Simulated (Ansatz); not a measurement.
ZnS (Wurtzite-6H):

```
Zn S
1.0
     3.81200    0.00000    0.00000
    -1.90600    3.30129    0.00000
     0.00000    0.00000   18.68999
Zn S
6 6
Cartesian
  0.0000 2.2009 15.5749
  1.9060 1.1004 6.2299
  1.9060 1.1004 12.4601
  0.0000 2.2009 3.1151
  0.0000 0.0000 9.3450
  0.0000 0.0000 0.0000
  0.0000 2.2009 17.9112
  1.9060 1.1004 8.5662
  1.9060 1.1004 14.7963
  0.0000 2.2009 5.4513
  0.0000 0.0000 11.6812
  0.0000 0.0000 2.3362
```

Base run:

```yaml
Program: Ansatz 0.2.0
Functional: RPBE
Potentials_or_basis: Ansatz PAW
Cutoff: "420 eV (not typed: the program's choice for these potentials)"
k_mesh: 8 × 8 × 2
Occupations: fermi-dirac, width 0.05 eV
Spin: no spin polarisation
```

Its results: band gap on the k mesh 2.33 eV, direct; pressure 4.7 GPa; largest force 0.030 eV/Å.

Problem. The run is repeated on the same cell with these changes: functional from RPBE to revPBE. What comes out?

Solution. Band gap on the k mesh 2.29 eV, direct; pressure 4.0 GPa; largest force 0.029 eV/Å.

Caveats: the cell's inner coordinates are idealised or old, which leaves forces on the atoms; the PAW data sets come from PBE, with cores solved anew for the run's functional, which leaves a small shift of forces and pressure.
